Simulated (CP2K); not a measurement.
# Pb (Im-3m) in CP2K: notebook

Runs on Pb. Level: r2SCAN. Tasks: single point, equation of state, band structure.

Program: CP2K 2026.2. These are calculated values, not measurements. Logs are shortened: lines on timing, memory, paths and dates and some standing lists are left out, and cuts for length are marked.

### 1 Starting point

Symmetry: Im-3m, No. 229, cubic system. Conventional cell: a = 3.959 Å, b = 3.959 Å, c = 3.959 Å, α = 90.00°, β = 90.00°, γ = 90.00°. Pb (site symmetry m-3m) is surrounded by 8 Pb at 3.43 Å.

This isn't the form of Pb at room conditions, which is fcc.

### 2 Single point, r2SCAN, 31.03 Å³/atom

File pb_eos.inp:

```
&GLOBAL
  PROJECT pb_eos
  RUN_TYPE ENERGY_FORCE
  PRINT_LEVEL LOW
&END GLOBAL
&FORCE_EVAL
  METHOD QS
  STRESS_TENSOR ANALYTICAL
  &DFT
    BASIS_SET_FILE_NAME BASIS_MOLOPT_UZH
    POTENTIAL_FILE_NAME POTENTIAL_UZH
    &MGRID
      CUTOFF 675
      REL_CUTOFF 60
      NGRIDS 5
    &END MGRID
    &QS
      METHOD GPW
      EPS_DEFAULT 1.0E-10
    &END QS
    &KPOINTS
      SCHEME MONKHORST-PACK 9 9 9
      GAMMA_CENTERED T
      SYMMETRY T
      SYMMETRY_BACKEND SPGLIB
    &END KPOINTS
    &SCF
      SCF_GUESS ATOMIC
      EPS_SCF 1.0E-6
      MAX_SCF 100
      ADDED_MOS 8
      CHOLESKY OFF
      EPS_EIGVAL 1.0E-7
      &DIAGONALIZATION ON
        ALGORITHM STANDARD
      &END DIAGONALIZATION
      &MIXING ON
        METHOD BROYDEN_MIXING
        ALPHA 0.4
        BETA 1.5
        NBUFFER 8
      &END MIXING
      &SMEAR ON
        METHOD FERMI_DIRAC
        ELECTRONIC_TEMPERATURE [K] 1160.452
      &END SMEAR
    &END SCF
    &XC
      &XC_FUNCTIONAL
        &MGGA_X_R2SCAN
        &END MGGA_X_R2SCAN
        &MGGA_C_R2SCAN
        &END MGGA_C_R2SCAN
      &END XC_FUNCTIONAL
    &END XC
    &PRINT
      &KPOINTS ON
      &END KPOINTS
      &MULLIKEN ON
      &END MULLIKEN
      &MO ON
        ENERGIES T
        OCCUPATION_NUMBERS T
        &EACH
          QS_SCF 0
        &END EACH
        ADD_LAST NUMERIC
      &END MO
    &END PRINT
  &END DFT
  &SUBSYS
    &CELL
      A 3.4288709512 0.0000000000 0.0000000000
      B -1.1429569837 3.2327705352 0.0000000000
      C -1.1429569837 -1.6163852676 2.7996614081
      PERIODIC XYZ
    &END CELL
    &COORD
      Pb  0.0000000000 0.0000000000 0.0000000000
    &END COORD
    &KIND Pb
      BASIS_SET TZVP-MOLOPT-SCAN-GTH-q4
      POTENTIAL GTH-SCAN-q4
    &END KIND
    &PRINT
      &ATOMIC_COORDINATES ON
      &END ATOMIC_COORDINATES
      &CELL ON
      &END CELL
    &END PRINT
  &END SUBSYS
  &PRINT
    &FORCES ON
    &END FORCES
    &STRESS_TENSOR ON
    &END STRESS_TENSOR
  &END PRINT
&END FORCE_EVAL
```

Potentials or basis: POTENTIAL_UZH Pb GTH-SCAN-q4; TZVP-MOLOPT-SCAN-GTH basis.

On the command line:

```console
OMP_NUM_THREADS=1 cp2k.psmp -i pb_eos.inp -o pb_eos.out
```

pb_eos.out:

```text

 CP2K| version string:                                       CP2K version 2026.2
 CP2K| Input file name                                                pb_eos.inp

 GLOBAL| Force Environment number                                              1
 GLOBAL| Basis set file name                                    BASIS_MOLOPT_UZH
 GLOBAL| Potential file name                                       POTENTIAL_UZH
 GLOBAL| MM Potential file name                                     MM_POTENTIAL
 GLOBAL| Coordinate file name                                      __STD_INPUT__
 GLOBAL| Method name                                                        CP2K
 GLOBAL| Project name                                                     pb_eos
 GLOBAL| Run type                                                   ENERGY_FORCE
 GLOBAL| FFT library                                                       FFTW3
[... 8 lines left out ...]
 GLOBAL| CPU model name                                                  UNKNOWN

 CELL| Volume [angstrom^3]:                                            31.033555
 CELL| Vector a [angstrom]:       3.429     0.000     0.000   |a| =     3.428871
 CELL| Vector b [angstrom]:      -1.143     3.233     0.000   |b| =     3.428871
 CELL| Vector c [angstrom]:      -1.143    -1.616     2.800   |c| =     3.428871
 CELL| Angle (b,c), alpha [degree]:                                   109.471221
 CELL| Angle (a,c), beta  [degree]:                                   109.471221
 CELL| Angle (a,b), gamma [degree]:                                   109.471221
 CELL| Numerically orthorhombic:                                              NO
 CELL| Periodicity                                                           XYZ

 CELL_REF| Volume [angstrom^3]:                                        31.033555
 CELL_REF| Vector a [angstrom     3.429     0.000     0.000   |a| =     3.428871
 CELL_REF| Vector b [angstrom    -1.143     3.233     0.000   |b| =     3.428871
 CELL_REF| Vector c [angstrom    -1.143    -1.616     2.800   |c| =     3.428871
 CELL_REF| Angle (b,c), alpha [degree]:                               109.471221
 CELL_REF| Angle (a,c), beta  [degree]:                               109.471221
 CELL_REF| Angle (a,b), gamma [degree]:                               109.471221
 CELL_REF| Numerically orthorhombic:                                          NO
 CELL_REF| Periodicity                                                       XYZ
[... 9 lines left out ...]
 TOTAL NUMBERS AND MAXIMUM NUMBERS

  Total number of            - Atomic kinds:                                   1
                             - Atoms:                                          1
                             - Shell sets:                                     1
                             - Shells:                                         7
                             - Primitive Cartesian functions:                  4
                             - Cartesian basis functions:                     18
                             - Spherical basis functions:                     17

  Maximum angular momentum of- Orbital basis functions:                        2
                             - Local part of the GTH pseudopotential:          0
                             - Non-local part of the GTH pseudopotential:      4

 MODULE QUICKSTEP: ATOMIC COORDINATES IN ANGSTROM

   Atom Kind Element         X             Y             Z       Z(eff)     Mass
      1    1 Pb   82      0.000000      0.000000      0.000000   4.0000 207.2000

 SCF PARAMETERS         Density guess:                                    ATOMIC
                        --------------------------------------------------------
                        max_scf:                                             100
[... 7 lines left out ...]
                        --------------------------------------------------------
                        level_shift [a.u.]:                             0.000000
                        added MOs                                         8    0
                        --------------------------------------------------------
                        Mixing method:                            BROYDEN_MIXING
                                                charge density mixing in g-space
                        --------------------------------------------------------
                        Smear method:                                FERMI_DIRAC
                        Electronic temperature [K]:                       1160.5
                        Electronic temperature [a.u.]:                  3.67E-03
                        Accuracy threshold:                             1.00E-10
                        --------------------------------------------------------
                        No outer SCF

 *******************************************************************************
                                    Kpoints
 *******************************************************************************
[... 53 lines left out ...]
 Number of orbital functions:                                                 17
 Number of independent orbital functions:                                     17

 SCF WAVEFUNCTION OPTIMIZATION

  Step     Update method      Time    Convergence         Total energy    Change
  ------------------------------------------------------------------------------
     1 NoMix/Diag. 0.40E+00    1.0     0.45853264        -3.6345344043 -3.63E+00
     2 Broy./Diag. 0.40E+00    1.1     0.00486122        -3.6724570179 -3.79E-02
     3 Broy./Diag. 0.40E+00    1.1     0.02371945        -3.6207190167  5.17E-02
     4 Broy./Diag. 0.40E+00    1.1     0.00317154        -3.6157248862  4.99E-03
     5 Broy./Diag. 0.40E+00    1.1     0.00644916        -3.6098871070  5.84E-03
     6 Broy./Diag. 0.40E+00    1.1     0.00018444        -3.6095826330  3.04E-04
     7 Broy./Diag. 0.40E+00    1.1     0.00071625        -3.6094322996  1.50E-04
     8 Broy./Diag. 0.40E+00    1.1     0.00001944        -3.6094987134 -6.64E-05
     9 Broy./Diag. 0.40E+00    1.1     0.00004337        -3.6094358238  6.29E-05
    10 Broy./Diag. 0.40E+00    1.1     0.00000769        -3.6094154079  2.04E-05
    11 Broy./Diag. 0.40E+00    1.1     0.00000320        -3.6094232407 -7.83E-06
    12 Broy./Diag. 0.40E+00    1.1     0.00000042        -3.6094253598 -2.12E-06

  *** SCF run converged in    12 steps ***

  Electronic density on regular grids:         -4.0000000000        0.0000000000
  Core density on regular grids:                3.9999999978       -0.0000000022
  Total charge density on r-space grids:       -0.0000000021
  Total charge density g-space grids:          -0.0000000021

  Overlap energy of the core charge distribution:               0.00000000000339
  Self energy of the core charge distribution:                 -7.16767569343439
  Core Hamiltonian energy:                                      1.41925663194979
  Hartree energy:                                               3.12939024179193
  Exchange-correlation energy:                                 -0.98955601194143
  Electronic entropic energy:                                  -0.00084052803794
  Fermi energy:                                                 0.14622676343475

  Total energy:                                                -3.60942535977722
  Total energy (extrapolated to T->0):                         -3.60900509575825

 MO| EIGENVALUES AND OCCUPATION NUMBERS FOR K POINT 1
 MO|
 MO|  Index      Eigenvalue [a.u.]        Eigenvalue [eV]             Occupation
 MO|      1              -0.075692              -2.059696               2.000000
 MO|      2               0.106489               2.897726               1.999960
 MO|      3               0.106490               2.897727               1.999960
 MO|      4               0.192288               5.232417               0.000007
 MO|      5               0.396759              10.796368               0.000000
 MO|      6               0.396759              10.796371               0.000000
 MO|      7               0.838525              22.817416               0.000000
 MO|      8               1.003255              27.299955               0.000000
 MO|      9               1.003256              27.299971               0.000000
 MO|     10               1.190783              32.402863               0.000000
 MO| Sum:                                                               5.999927
 MO| E(Fermi):            0.146227 a.u.          3.979033 eV
[... 33 lines left out ...]
 MO| EIGENVALUES AND OCCUPATION NUMBERS FOR K POINT 4
 MO|
 MO|  Index      Eigenvalue [a.u.]        Eigenvalue [eV]             Occupation
 MO|      1              -0.151379              -4.119225               2.000000
 MO|      2              -0.002254              -0.061325               2.000000
 MO|      3               0.229203               6.236933               0.000000
 MO|      4               0.333293               9.069373               0.000000
 MO|      5               0.500500              13.619304               0.000000
 MO|      6               0.591122              16.085246               0.000000
 MO|      7               0.807321              21.968324               0.000000
 MO|      8               0.880338              23.955207               0.000000
 MO|      9               1.015178              27.624385               0.000000
 MO|     10               1.059790              28.838342               0.000000
 MO| Sum:                                                               4.000000
 MO| E(Fermi):            0.146227 a.u.          3.979033 eV
 MO| Band gap:            0.231457 a.u.          6.298259 eV

 MO| EIGENVALUES AND OCCUPATION NUMBERS FOR K POINT 5
 MO|
 MO|  Index      Eigenvalue [a.u.]        Eigenvalue [eV]             Occupation
 MO|      1              -0.060057              -1.634230               2.000000
 MO|      2               0.125265               3.408621               1.993358
 MO|      3               0.134857               3.669648               1.913276
 MO|      4               0.134857               3.669648               1.913276
 MO|      5               0.347837               9.465128               0.000000
 MO|      6               0.376325              10.240311               0.000000
 MO|      7               0.979870              26.663612               0.000000
 MO|      8               0.979870              26.663623               0.000000
 MO|      9               1.013995              27.592207               0.000000
 MO|     10               1.146167              31.188782               0.000000
 MO| Sum:                                                               7.819910
 MO| E(Fermi):            0.146227 a.u.          3.979033 eV
[... 130 lines left out ...]
 MO|
 MO|  Index      Eigenvalue [a.u.]        Eigenvalue [eV]             Occupation
 MO|      1              -0.168704              -4.590675               2.000000
 MO|      2               0.067276               1.830672               2.000000
 MO|      3               0.186012               5.061634               0.000040
 MO|      4               0.330492               8.993135               0.000000
 MO|      5               0.521444              14.189204               0.000000
 MO|      6               0.572339              15.574130               0.000000
 MO|      7               0.726170              19.760099               0.000000
 MO|      8               0.791433              21.535980               0.000000
 MO|      9               0.991290              26.974375               0.000000
 MO|     10               1.149070              31.267782               0.000000
 MO| Sum:                                                               4.000040
 MO| E(Fermi):            0.146227 a.u.          3.979033 eV

 [... the levels of further k-points ...]

 !-----------------------------------------------------------------------------!
                     Mulliken Population Analysis

 #  Atom  Element  Kind  Atomic population                           Net charge
       1     Pb       1          4.000000                              0.000000
 # Total charge                              4.000000                  0.000000

 !-----------------------------------------------------------------------------!

 ENERGY| Total FORCE_EVAL ( QS ) energy [hartree]             -3.609424812923072

 FORCES| Atomic forces [hartree/bohr]
 FORCES|   Atom     x               y               z               |f|
 FORCES|      1 -6.43957562E-16 -9.17369311E-16 -6.79135690E-16   1.31052397E-15
 FORCES| Sum    -6.43957562E-16 -9.17369311E-16 -6.79135690E-16
 FORCES| Total atomic force                                       1.31052397E-15

 STRESS| Analytical stress tensor [bar]
 STRESS|                        x                   y                   z
 STRESS|      x       -1.61180881505E+04  -3.12317903720E-02  -4.66136957680E-03
 STRESS|      y       -3.12317903720E-02  -1.61182892958E+04  -2.80756730753E-03
 STRESS|      z       -4.66136957680E-03  -2.80756730753E-03  -1.61182840210E+04
 STRESS| 1/3 Trace                                            -1.61182204891E+04
 STRESS| Determinant                                          -4.18746583971E+12

 STRESS| Eigenvectors and eigenvalues of the analytical stress tensor [bar]
 STRESS|                        1                   2                   3
 STRESS| Eigenvalues  -1.61182951288E+04  -1.61182830132E+04  -1.61180833254E+04
 STRESS|      x           0.148919793734     -0.025315197123      0.988525182193
 STRESS|      y           0.942051247697     -0.300261385541     -0.149607977947
 STRESS|      z           0.300603296300      0.953520970481     -0.020866650566
```

Wall time 17 s (1 thread of Arm Neoverse V2, shared host); peak memory 0.26 GiB.

What came out:

| Property | Result |
| --- | --- |
| Free energy | -98.2174 eV |
| Pressure | -1.6 GPa |
| Band gap on the k mesh | none (metal or under the smearing width) |

Caveat: the basis of atomic orbitals isn't converged, which shifts pressures, moduli and gaps.

### 3 Single point, r2SCAN, 30.41 Å³/atom (volume scaled by 0.98)

Edit pb_eos.inp of step 2 so:

```diff
@@ -11,2 +11,3 @@
     POTENTIAL_FILE_NAME POTENTIAL_UZH
+    WFN_RESTART_FILE_NAME previous-RESTART.kp
     &MGRID
@@ -27,3 +28,3 @@
     &SCF
-      SCF_GUESS ATOMIC
+      SCF_GUESS RESTART
       EPS_SCF 1.0E-6
@@ -72,5 +73,5 @@
     &CELL
-      A 3.4288709512 0.0000000000 0.0000000000
-      B -1.1429569837 3.2327705352 0.0000000000
-      C -1.1429569837 -1.6163852676 2.7996614081
+      A 3.4058577011 0.0000000000 0.0000000000
+      B -1.1352859003 3.2110734349 0.0000000000
+      C -1.1352859003 -1.6055367175 2.7808711681
       PERIODIC XYZ
```

Potentials or basis: POTENTIAL_UZH Pb GTH-SCAN-q4; TZVP-MOLOPT-SCAN-GTH basis.

On the command line:

```console
OMP_NUM_THREADS=1 cp2k.psmp -i pb_eos.inp -o pb_eos.out
```

Run time: 16 s. Hardware: 1 thread of Arm Neoverse V2, shared host; peak memory 0.26 GiB.

It converged, with:

* Free energy: -98.2222 eV
* Pressure: -0.8 GPa
* Band gap on the k mesh: none (metal or under the smearing width)

Caveat: the basis of atomic orbitals isn't converged, which shifts pressures, moduli and gaps.

### 4 Single point, r2SCAN, 31.65 Å³/atom (volume scaled by 1.02)

Edit pb_eos.inp of step 3 so:

```diff
@@ -73,5 +73,5 @@
     &CELL
-      A 3.4058577011 0.0000000000 0.0000000000
-      B -1.1352859003 3.2110734349 0.0000000000
-      C -1.1352859003 -1.6055367175 2.7808711681
+      A 3.4515793676 0.0000000000 0.0000000000
+      B -1.1505264558 3.2541802355 0.0000000000
+      C -1.1505264558 -1.6270901178 2.8182027525
       PERIODIC XYZ
```

On the command line:

```console
OMP_NUM_THREADS=1 cp2k.psmp -i pb_eos.inp -o pb_eos.out
```

Wall time 15 s (1 thread of Arm Neoverse V2, shared host); peak memory 0.25 GiB.

It converged, with:

```
Free energy            : -98.2098 eV
Pressure               : -2.3 GPa
Band gap on the k mesh : none (metal or under the smearing width)
```

Caveat: the basis of atomic orbitals isn't converged, which shifts pressures, moduli and gaps.

### 5 Single point, r2SCAN, 29.79 Å³/atom (volume scaled by 0.96)

Edit pb_eos.inp of step 4 so:

```diff
@@ -73,5 +73,5 @@
     &CELL
-      A 3.4515793676 0.0000000000 0.0000000000
-      B -1.1505264558 3.2541802355 0.0000000000
-      C -1.1505264558 -1.6270901178 2.8182027525
+      A 3.3825291765 0.0000000000 0.0000000000
+      B -1.1275097255 3.1890790910 0.0000000000
+      C -1.1275097255 -1.5945395455 2.7618235075
       PERIODIC XYZ
```

On the command line:

```console
OMP_NUM_THREADS=1 cp2k.psmp -i pb_eos.inp -o pb_eos.out
```

Run time: 16 s. Hardware: 1 thread of Arm Neoverse V2, shared host; peak memory 0.26 GiB.

Results (log left out):

```yaml
Free_energy: -98.2237 eV
Pressure: 0.1 GPa
Band_gap_on_the_k_mesh: none (metal or under the smearing width)
```

Caveat: the basis of atomic orbitals isn't converged, which shifts pressures, moduli and gaps.

### 6 Single point, r2SCAN, 32.27 Å³/atom (volume scaled by 1.04)

Edit pb_eos.inp of step 5 so:

```diff
@@ -73,5 +73,5 @@
     &CELL
-      A 3.3825291765 0.0000000000 0.0000000000
-      B -1.1275097255 3.1890790910 0.0000000000
-      C -1.1275097255 -1.5945395455 2.7618235075
+      A 3.4739928487 0.0000000000 0.0000000000
+      B -1.1579976162 3.2753118681 0.0000000000
+      C -1.1579976162 -1.6376559341 2.8365032831
       PERIODIC XYZ
```

Potentials or basis: POTENTIAL_UZH Pb GTH-SCAN-q4; TZVP-MOLOPT-SCAN-GTH basis.

On the command line:

```console
OMP_NUM_THREADS=1 cp2k.psmp -i pb_eos.inp -o pb_eos.out
```

Wall time 17 s (1 thread of Arm Neoverse V2, shared host); peak memory 0.29 GiB.

It converged, with:

| Property | Result |
| --- | --- |
| Free energy | -98.1997 eV |
| Pressure | -2.9 GPa |
| Band gap on the k mesh | none (metal or under the smearing width) |

Caveat: the basis of atomic orbitals isn't converged, which shifts pressures, moduli and gaps.

### 7 Single point, r2SCAN, 29.17 Å³/atom (volume scaled by 0.94)

Edit pb_eos.inp of step 6 so:

```diff
@@ -73,5 +73,5 @@
     &CELL
-      A 3.4739928487 0.0000000000 0.0000000000
-      B -1.1579976162 3.2753118681 0.0000000000
-      C -1.1579976162 -1.6376559341 2.8365032831
+      A 3.3588743524 0.0000000000 0.0000000000
+      B -1.1196247841 3.1667771089 0.0000000000
+      C -1.1196247841 -1.5833885545 2.7425094245
       PERIODIC XYZ
```

On the command line:

```console
OMP_NUM_THREADS=1 cp2k.psmp -i pb_eos.inp -o pb_eos.out
```

Run time: 17 s. Hardware: 1 thread of Arm Neoverse V2, shared host; peak memory 0.26 GiB.

The run converged. Its results:

```
Free energy            : -98.2214 eV
Pressure               : 1.1 GPa
Band gap on the k mesh : none (metal or under the smearing width)
```

Caveat: the basis of atomic orbitals isn't converged, which shifts pressures, moduli and gaps.

[end of part 1 of 2]
